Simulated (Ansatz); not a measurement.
GeTe (alpha-GeTe type, space group R3m)

```yaml
crystal:
  lattice:
    - [2.09351, 1.20869, 3.68680]
    - [-2.09351, 1.20869, 3.68680]
    - [0.00000, -2.41737, 3.68680]
  atoms:
    - { symbol: Ge, position: [0.23184, 0.23184, 0.23184] }
    - { symbol: Te, position: [0.76816, 0.76816, 0.76816] }
```

Grid over V/V₀ and (c/a)/(c/a)₀, subscript 0 meaning the relaxed cell; the conventional c axis lies along z; no internal relaxation.

The numbers are results of r2SCAN (plane waves to 500 eV, PAW, scalar-relativistic; Ansatz, a program for electronic structure), not measurements. k mesh 10×10×10 (Γ-centred), Fermi-Dirac smearing 0.05 eV. Energies are smeared free energies. Compression counts positive. As the atoms are clamped, bonds stretch with the cell, which overstates energies and stresses. As the smearing reaches across the gap at some points, the response to shear is sensitive to the k mesh, so small differences along c/a are uncertain. GeTe was relaxed with its symmetry unable to fall. Spin-orbit coupling is left out, though Te is heavy. The zero of ΔE is the relaxed starting cell.

ΔE (eV/atom), with V/V₀ across and (c/a)/(c/a)₀ down:

```
(c/a)/(c/a)₀ \ V/V₀  0.960  0.973  0.987  1.000  1.013  1.027  1.040
-------------------  -----  -----  -----  -----  -----  -----  -----
0.920                0.020  0.017  0.016  0.016  0.018  0.022  0.026
0.947                0.011  0.008  0.007  0.007  0.009  0.012  0.016
0.973                0.007  0.004  0.002  0.002  0.003  0.005  0.009
1.000                0.007  0.003  0.001  0.000  0.001  0.003  0.006
1.027                0.010  0.006  0.003  0.002  0.002  0.004  0.007
1.053                0.016  0.011  0.008  0.006  0.006  0.007  0.010
1.080                0.025  0.020  0.016  0.014  0.013  0.014  0.016
```

σxx (GPa), with V/V₀ across and (c/a)/(c/a)₀ down:

```tsv
(c/a)/(c/a)₀ \ V/V₀	0.960	0.973	0.987	1.000	1.013	1.027	1.040
0.920	0.5	-0.3	-1.0	-1.6	-2.3	-2.8	-3.4
0.947	1.1	0.3	-0.4	-1.1	-1.7	-2.3	-2.9
0.973	1.7	0.9	0.1	-0.6	-1.2	-1.8	-2.4
1.000	2.3	1.5	0.7	0.0	-0.7	-1.3	-1.8
1.027	2.9	2.0	1.3	0.5	-0.1	-0.8	-1.3
1.053	3.5	2.6	1.8	1.1	0.4	-0.2	-0.9
1.080	3.9	3.1	2.3	1.6	0.9	0.2	-0.4
```

Derived quantities:

```
Item                                                                                                                              Result
--------------------------------------------------------------------------------------  ------------------------------------------------
Modulus against c/a change at fixed volume, (3/4V)·∂²E/∂(ln c/a)² (fit, atoms clamped)   20 GPa, an upper bound as the atoms could relax
Lowest place on the grid                                                                 V/V₀ = 1.000, (c/a)/(c/a)₀ = 1.000 (0 meV/atom)
Highest place on the grid                                                               V/V₀ = 1.040, (c/a)/(c/a)₀ = 0.920 (26 meV/atom)
```

(A scan under strain: stresses follow from slopes of the energy per volume, elastic moduli from its curvatures.)
